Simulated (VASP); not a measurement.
# MnS (Fm-3m) in VASP: notebook

Runs on MnS. Level: PBEsol+U. Tasks: single point.

Program: VASP 6.6.1. These are calculated values, not measurements. Logs are shortened: lines on timing, memory, paths and dates and some standing lists are left out, and cuts for length are marked.

## (1) The crystal as given

The structure is cubic, space group Fm-3m (No. 225). The conventional cell has a = 5.224 Å, b = 5.224 Å, c = 5.224 Å, α = 90.00°, β = 90.00°, γ = 90.00°. Around Mn (site symmetry m-3m) lie 6 S at 2.61 Å. Around S (site symmetry m-3m) lie 6 Mn at 2.61 Å.

## (2) Single point, PBEsol+U, collinear spin, ferromagnetic start

Contents of INCAR:

```
PREC = Accurate
ENCUT = 520
EDIFF = 1E-7
ISMEAR = 0
SIGMA = 0.05
LREAL = False
LASPH = True
NELM = 100
ALGO = Normal
ISIF = 2
LWAVE = False
LCHARG = False
ISPIN = 2
MAGMOM = 4 4 0 0
LORBIT = 11
LMAXMIX = 4
LDAU = True
LDAUTYPE = 2
LDAUL = 2 -1
LDAUU = 4 0
LDAUJ = 0 0
LDAUPRINT = 1
GGA = PS
```

Contents of KPOINTS:

```
regular mesh
0
Gamma
  7 7 4
```

Contents of POSCAR:

```
MnS
1.0
    0.0000000000      2.6122498900      2.6122498900
    2.6122498900      0.0000000000      2.6122498900
    5.2244997800      5.2244997800      0.0000000000
Mn S
2 2
Direct
    0.0000000000      0.0000000000      0.0000000000
    0.0000000000      0.0000000000      0.5000000000
    0.5000000000      0.5000000000      0.2500000000
    0.5000000000      0.5000000000      0.7500000000
```

Potentials or basis: VASP PAW PBE potentials, release 64 (Mn_pv, S).

Launch:

```
$ cat potpaw_PBE.64/Mn_pv/POTCAR potpaw_PBE.64/S/POTCAR > POTCAR
$ mpirun -np 1 vasp_std > vasp.out
```

OUTCAR:

```text
PREC = Accurate
   ENCUT = 520
   EDIFF = 1E-7
   ISMEAR = 0
   LREAL = False
   LASPH = True
   NELM = 100
   ISIF = 2
   ISPIN = 2
   LORBIT = 11
   GGA = PS

 ion  position               nearest neighbor table
   1  0.000  0.000  0.000-   4 2.61   3 2.61   4 2.61   3 2.61   4 2.61   3 2.61
   2  0.000  0.000  0.500-   3 2.61   3 2.61   4 2.61   3 2.61   4 2.61   4 2.61
   3  0.500  0.500  0.250-   1 2.61   1 2.61   2 2.61   1 2.61   2 2.61   2 2.61
   4  0.500  0.500  0.750-   2 2.61   1 2.61   2 2.61   1 2.61   2 2.61   1 2.61

  LATTYP: Found a trigonal (rhomboedric) cell.
 ALAT       =     6.3986793111
 COS(alpha) =     0.8333333333

  Lattice vectors:

 A1 = (   5.2244997800,   2.6122498900,  -2.6122498900)
 A2 = (   2.6122498900,   2.6122498900,  -5.2244997800)
 A3 = (   2.6122498900,   5.2244997800,  -2.6122498900)

Analysis of symmetry for initial positions (statically):
=====================================================================
 Subroutine PRICEL returns following result:

  LATTYP: Found a face centered cubic cell.
 ALAT       =     5.2244997800
[... 12 lines left out ...]
 Subroutine GETGRP returns: Found 12 space group operations
 (whereof 12 operations were pure point group operations)
 out of a pool of 12 trial point group operations.

The static configuration has the point symmetry D_3d.

Analysis of symmetry for dynamics (positions and initial velocities):
=====================================================================
 Subroutine PRICEL returns following result:

  LATTYP: Found a face centered cubic cell.
 ALAT       =     5.2244997800
[... 12 lines left out ...]
 Subroutine GETGRP returns: Found 12 space group operations
 (whereof 12 operations were pure point group operations)
 out of a pool of 12 trial point group operations.

The dynamic configuration has the point symmetry D_3d.

Analysis of structural, dynamic, and magnetic symmetry:
=====================================================================
 Subroutine PRICEL returns following result:

  LATTYP: Found a face centered cubic cell.
[... 242 lines left out ...]
  o =  0.0757  v =  0.0000  0.0000  0.0000  0.0000  0.0000 -0.0002 -0.0001 -0.9978 -0.0001 -0.0668      0.0000  0.0000  0.0000  0.0000  0.0000  0.0000  0.0000  0.0000  0.0000  0.0000
  o =  0.9329  v = -0.5774  0.5774 -0.0000  0.5774  0.0000  0.0000  0.0000  0.0000  0.0000  0.0000      0.0000  0.0000  0.0000  0.0000  0.0000  0.0000  0.0000  0.0000  0.0000  0.0000
  o =  0.9329  v = -0.3054 -0.8085  0.0001  0.5031 -0.0002  0.0000  0.0000  0.0000  0.0000  0.0000      0.0000  0.0000  0.0000  0.0000  0.0000  0.0000  0.0000  0.0000  0.0000  0.0000
  o =  0.9329  v = -0.7572 -0.1141  0.0002 -0.6431  0.0001  0.0000  0.0000  0.0000  0.0000  0.0000      0.0000  0.0000  0.0000  0.0000  0.0000  0.0000  0.0000  0.0000  0.0000  0.0000
  o =  0.9549  v = -0.0001 -0.0001 -1.0000 -0.0001  0.0000  0.0000  0.0000  0.0000  0.0000  0.0000      0.0000  0.0000  0.0000  0.0000  0.0000  0.0000  0.0000  0.0000  0.0000  0.0000
  o =  0.9549  v =  0.0000 -0.0001  0.0000  0.0001  1.0000  0.0000  0.0000  0.0000  0.0000  0.0000      0.0000  0.0000  0.0000  0.0000  0.0000  0.0000  0.0000  0.0000  0.0000  0.0000

 number of electron      37.9999975 magnetization       9.9999737

 Free energy of the ion-electron system (eV)
  ---------------------------------------------------
  ext. energy  EPLUGINS =         0.00000000
  ---------------------------------------------------
  free energy    TOTEN  =       -27.40846708 eV

  energy without entropy =      -27.40846708  energy(sigma->0) =      -27.40846708

 E-fermi :   6.4866     XC(G=0): -10.7320

 val. band max:        6.2254245281   @ k =   0.0000   0.0000   0.0000
 cond. band min:       6.8101906301   @ k =   0.4286   0.4286   0.0000
 fundamental gap:      0.5847661021
 Fermi energy:         6.4865768745

 spin component 1

 k-point     1 :       0.0000    0.0000    0.0000
  band No.  band energies     occupation
      1     -44.3136      1.00000
      2     -44.3069      1.00000
      3     -44.3069      1.00000
      4     -44.3059      1.00000
      5     -44.3057      1.00000
      6     -44.3057      1.00000
[... 1433 lines left out ...]
     26      11.2766      0.00000
     27      12.6058      0.00000

 [... further k-points ...]

------------------------ aborting loop because EDIFF is reached ----------------------------------------

  FORCE on cell =-STRESS in cart. coord.  units (eV):
  Direction    XX          YY          ZZ          XY          YZ          ZX
  --------------------------------------------------------------------------------------
  -------------------------------------------------------------------------------------
  Total       -0.1249645     -0.1249645     -0.1249645     -0.0022299      0.0022299      0.0022299
  in kB       -2.8079733     -2.8079733     -2.8079733     -0.0501057      0.0501057      0.0501057
  external PRESSURE =      -2.8079733 kB  Pullay stress =       0.0000000 kB

 VOLUME and BASIS-vectors are now :
 -----------------------------------------------------------------------------
  energy-cutoff  :      520.00
  volume of cell :       71.30
      direct lattice vectors                 reciprocal lattice vectors
     0.000000000  2.612249890  2.612249890    -0.191405884  0.191405884  0.191405884
     2.612249890  0.000000000  2.612249890     0.191405884 -0.191405884  0.191405884
     5.224499780  5.224499780  0.000000000     0.095702942  0.095702942 -0.095702942

 POSITION                                       TOTAL-FORCE (eV/Angst)
 -----------------------------------------------------------------------------------
      0.00000      0.00000      0.00000        -0.000000     -0.000000      0.000000
      2.61225      2.61225      0.00000        -0.000000     -0.000000     -0.000000
      2.61225      2.61225      2.61225        -0.000000     -0.000000      0.000000
      5.22450      5.22450      2.61225         0.000000      0.000000      0.000000
 -----------------------------------------------------------------------------------
    total drift:                                0.000000      0.000000      0.000000

  FREE ENERGIE OF THE ION-ELECTRON SYSTEM (eV)
  ---------------------------------------------------
  free  energy   TOTEN  =       -27.4084670800 eV

  energy  without entropy=      -27.4084670800  energy(sigma->0) =      -27.40846708

 total charge

# of ion       s       p       d       tot
------------------------------------------
    1        0.221   6.172   4.887  11.281
    2        0.221   6.172   4.887  11.281
    3        1.315   2.433   0.000   3.748
    4        1.315   2.433   0.000   3.748
--------------------------------------------------
tot          3.073  17.210   9.775  30.057

 magnetization (x)

# of ion       s       p       d       tot
------------------------------------------
    1        0.047   0.038   4.502   4.587
    2        0.047   0.038   4.502   4.587
    3        0.020   0.061   0.000   0.081
    4        0.020   0.061   0.000   0.081
--------------------------------------------------
tot          0.133   0.199   9.004   9.336
```

OSZICAR:

```text
N       E                     dE             d eps       ncg     rms          rms(c)
DAV:   1     0.383911987640E+03    0.38391E+03   -0.21160E+04  6848   0.152E+03
DAV:   2     0.320233533280E+01   -0.38071E+03   -0.36372E+03  6584   0.420E+02
DAV:   3    -0.252400992743E+02   -0.28442E+02   -0.27721E+02  7451   0.117E+02
DAV:   4    -0.261014062483E+02   -0.86131E+00   -0.85607E+00  7517   0.197E+01
DAV:   5    -0.261192393140E+02   -0.17833E-01   -0.17820E-01  7495   0.318E+00    0.164E+01
DAV:   6    -0.266849450149E+02   -0.56571E+00   -0.22060E+01  6818   0.417E+01    0.169E+01
DAV:   7    -0.274135238919E+02   -0.72858E+00   -0.22498E+00  6813   0.109E+01    0.981E+00
DAV:   8    -0.273800639995E+02    0.33460E-01   -0.22042E-01  7217   0.423E+00    0.566E+00
DAV:   9    -0.274000433880E+02   -0.19979E-01   -0.59027E-02  7040   0.242E+00    0.915E-01
DAV:  10    -0.274079221064E+02   -0.78787E-02   -0.16021E-02  7579   0.139E+00    0.326E-01
DAV:  11    -0.274083805400E+02   -0.45843E-03   -0.21319E-03  7282   0.293E-01    0.175E-01
DAV:  12    -0.274084468619E+02   -0.66322E-04   -0.21716E-04  7356   0.135E-01    0.902E-02
DAV:  13    -0.274084667099E+02   -0.19848E-04   -0.61390E-05  7076   0.448E-02    0.457E-02
DAV:  14    -0.274084674057E+02   -0.69577E-06   -0.39558E-06  7385   0.151E-02    0.151E-02
DAV:  15    -0.274084664057E+02    0.99998E-06   -0.48680E-06  7306   0.115E-02    0.649E-03
DAV:  16    -0.274084670774E+02   -0.67169E-06   -0.39554E-07  6374   0.571E-03    0.229E-03
DAV:  17    -0.274084670800E+02   -0.26339E-08   -0.42098E-08  3609   0.139E-03
   1 F= -.27408467E+02 E0= -.27408467E+02  d E =-.204434E-15  mag=    10.0000
```

Run time: 2.4 min. Hardware: 1 thread of AMD EPYC 9R45 (Zen 5), shared host; peak memory 0.3 GiB.

What came out:

```
Free energy                                           : -27.4085 eV
Pressure                                              : -0.3 GPa
Band gap on the k mesh                                : 0.58 eV
Net moment                                            : 10.00 μB per cell
Site moments                                          : Mn +4.59; S +0.08 μB
Valence electrons inside the program's atomic spheres : Mn 11.28; S 3.75
```

Levels at points of the mesh, in eV from the valence-band top:
Spin up:
```
           k point  band 22  band 23  band 24  band 25  band 26  band 27
(0.00, 0.00, 0.00)    -1.42     0.00     0.00     1.84     2.95     5.53
(0.00, 0.00, 0.50)    -0.69    -0.69    -0.69     3.64     3.64     7.04
```
Spin down:
| k point | band 12 | band 13 | band 14 | band 15 | band 16 | band 17 |
| --- | --- | --- | --- | --- | --- | --- |
| (0.00, 0.00, 0.00) | -1.20 | -1.20 | -1.20 | 2.04 | 2.04 | 2.04 |
| (0.00, 0.00, 0.50) | -2.02 | -2.02 | -2.02 | 2.30 | 2.30 | 2.57 |

Eigenvalues of the final occupation matrices:
| site | spin | trace | eigenvalues |
| --- | --- | --- | --- |
| site 1 d | 1 | 4.71 | 0.93 0.93 0.93 0.95 0.95 |
| site 1 d | 2 | 0.20 | 0.02 0.02 0.02 0.08 0.08 |
| site 2 d | 1 | 4.71 | 0.93 0.93 0.93 0.95 0.95 |
| site 2 d | 2 | 0.20 | 0.02 0.02 0.02 0.08 0.08 |

Caveat: the PAW data sets were made with another functional, which shifts forces and pressure a little; an odd mesh through Γ misses points on the zone boundary, where band edges often lie; only a ferromagnetic start was run, and an antiferromagnetic order may lie lower in energy.

[end of part 1 of 2]
